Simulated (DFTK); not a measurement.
Input of a DFTK 0.8.2 run:

Contents of run.jl:

```julia
using DFTK
using PseudoPotentialData
using Unitful, UnitfulAtomic
using LinearAlgebra, Printf
include("save.jl")
disable_threading()

lines = readlines("As.cif")
tag(name) = parse(Float64, split(only(filter(startswith(name), lines)))[2])
a, b, c = tag.(["_cell_length_a", "_cell_length_b", "_cell_length_c"])
α, β, γ = deg2rad.(tag.(["_cell_angle_alpha", "_cell_angle_beta", "_cell_angle_gamma"]))
cx, cy  = cos(β), (cos(α) - cos(β) * cos(γ)) / sin(γ)
lattice = austrip(1u"Å") * [a b*cos(γ) c*cx; 0 b*sin(γ) c*cy; 0 0 c*sqrt(1 - cx^2 - cy^2)]
sites     = split.(lines[findlast(startswith("_atom_site_"), lines)+1:end])
symbols   = [Symbol(s[2]) for s in sites]
positions = [parse.(Float64, s[5:7]) for s in sites]
pseudopotentials = PseudoFamily("cp2k.nc.sr.pbe.v0_1.largecore.gth")
elements = Dict(s => ElementPsp(s, pseudopotentials) for s in unique(symbols))
atoms    = [elements[s] for s in symbols]

build_model(lattice, positions; symmetries=true) =
    model_DFT(lattice, atoms, positions;
              functionals=r2SCAN(),
              temperature=austrip(0.05u"eV"),
              smearing=Smearing.FermiDirac(),
              symmetries)
Ecut  = 35.0  # hartree
kgrid = [7, 7, 7]
tol   = 1e-6
to_GPa = ustrip(uconvert(u"GPa", 1u"hartree/bohr^3"))

model = build_model(lattice, positions)
basis = PlaneWaveBasis(model; Ecut, kgrid)
display(basis)
scfres = self_consistent_field(basis;
                               tol,
                               nbandsalg=AdaptiveBands(model; n_bands_converge=10),
                               solver=ScfAndersonSolver())
display(scfres.energies)
@printf "Fermi level: %.6f eV\n" ustrip(auconvert(u"eV", something(scfres.εF, NaN)))
forces = compute_forces_cart(scfres)
println("Forces (eV/Å)")
for (s, f) in zip(symbols, forces)
    @printf "%-3s %12.6f %12.6f %12.6f\n" s ustrip.(auconvert.(u"eV/Å", f))...
end
stress = compute_stresses_cart(scfres)
println("Stress (GPa)")
display(round.(stress * to_GPa; digits=4))
println("Levels at the first k-point (eV): ", round.(ustrip.(auconvert.(u"eV", scfres.eigenvalues[1][1:scfres.n_bands_converge])); digits=4))
save_scf!(scfres; forces, stress)

points = Dict("G" => [0.0, 0.0, 0.0], "B" => [0.7696754127, 0.5, 0.2303245873], "B1" => [0.5, 0.2303245873, -0.2303245873], "F" => [0.5, 0.5, 0.0], "L" => [0.5, 0.0, 0.0], "P" => [0.7696754127, 0.3651622936, 0.3651622936], "P1" => [0.6348377064, 0.6348377064, 0.2303245873], "Q" => [0.6348377064, 0.3651622936, 0.0], "X" => [0.3651622936, 0.0, -0.3651622936], "Z" => [0.5, 0.5, 0.5])
segments = [("G", "L", 6), ("L", "B1", 5), ("B", "Z", 6), ("Z", "G", 6), ("G", "X", 8), ("Q", "F", 3), ("F", "P1", 3), ("P1", "Z", 5), ("L", "P", 4)]
kcoords = vcat([[points[a] + t * (points[b] - points[a]) for t in range(0, 1, n)] for (a, b, n) in segments]...)
bands = compute_bands(scfres, ExplicitKpoints(kcoords); n_bands=12, tol=1e-5)
for (k, ε) in zip(bands.basis.kpoints, bands.eigenvalues)
    @printf "%d %8.4f %8.4f %8.4f " k.spin k.coordinate...
    println(join([@sprintf("%9.4f", e) for e in ustrip.(auconvert.(u"eV", ε .- scfres.εF))]))
end
results["band_energies"] = rows(bands.eigenvalues); results["band_kpoints"] = rows(kcoords)
```

As.cif

```cif
data_As
_cell_length_a 4.13100000
_cell_length_b 4.13100000
_cell_length_c 4.13100000
_cell_angle_alpha 54.16700000
_cell_angle_beta 54.16700000
_cell_angle_gamma 54.16700000
_space_group_name_H-M_alt 'P1'
_space_group_name_Hall 'P 1'
_space_group_IT_number 1
loop_
_space_group_symop_operation_xyz
'x,y,z'
loop_
_atom_site_label
_atom_site_type_symbol
_atom_site_symmetry_multiplicity
_atom_site_Wyckoff_symbol
_atom_site_fract_x
_atom_site_fract_y
_atom_site_fract_z
_atom_site_occupancy
As1 As 1 a 0.2260000000 0.2260000000 0.2260000000 1
As2 As 1 a 0.7740000000 0.7740000000 0.7740000000 1
```

Potentials or basis: cp2k.nc.sr.pbe.v0_1.largecore.gth (PBE, GTH).

Run with:

```bash
$ julia --threads=1 run.jl  # save.jl only writes the numbers to a file and isn't shown; printed stress counts tension as positive; times include loading and compiling
```

Task: What does it give for the band gap along the path?

Result: None (metal or under the smearing width).

Task: Predict the pressure.

Result: 3.0 GPa.

Task: What does it give for the largest force?

Result: 0.268 eV/Å.

Stress tensor (GPa, compression positive):
```
 2.84 -0.11 -0.08
-0.11  3.01 -0.04
-0.08 -0.04  3.04
```

Caveat: GTH potentials come without recommended cutoffs, and this one wasn't checked for convergence; the program warned that the kinetic-energy density falls under its von Weizsäcker bound, which can give unphysical results; the potentials were made for another functional, which shifts forces and pressure.
